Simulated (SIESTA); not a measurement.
## Ti under changes of volume

One of the cells (17.988 Å³/atom); the others are scaled copies at fixed shape and fractional positions:

```xyz
2
Lattice="2.9695 0.0000 0.0000 -1.4848 2.5717 0.0000 0.0000 0.0000 4.7110" Properties=species:S:1:pos:R:3 pbc="T T T"
Ti    1.4848    0.8572    3.5332
Ti    0.0000    1.7145    1.1777
```

```yaml
Program: SIESTA 5.4.2
Functional: PBEsol
Potentials_or_basis: PseudoDojo 0.4 standard (PBEsol files)
Basis: DZP (energy shift 0.003 Ry; two zetas on semicore shells)
Grid_cutoff: 800 Ry
Energy_shift: 0.003 Ry
k_mesh: 10 × 10 × 6
Occupations: fermi-dirac, width 0.05 eV
Spin: no spin polarisation
```

```tsv
volume (Å³/atom)	energy over the lowest point (meV/atom)	pressure (GPa)
16.577	?	?
16.930	0.00	-1.0
17.283	4.77	-3.3
17.988	29.08	-7.5
18.341	47.46	-9.2
18.694	69.61	-10.9
```

Question: What does the run at 16.577 Å³/atom give?

Answer: Energy over the lowest point 0.39 meV/atom; pressure 1.5 GPa.

Worked out: A Birch-Murnaghan fit of order 3 (a polynomial in V^(-2/3)) to the other rows has its minimum at 16.80 Å³/atom, just outside them, with B0 = V·E''(V) = 128 GPa and B' = 4.4 at fixed shape and positions, which overstates the stiffness. It gives 0.88 meV/atom at 16.577 Å³/atom, against the run's 0.39, and -dE/dV = 1.8 GPa, against 1.5.

Energies are extrapolated to zero smearing.

Caveats: the basis of atomic orbitals isn't converged, which shifts pressures, moduli and gaps.
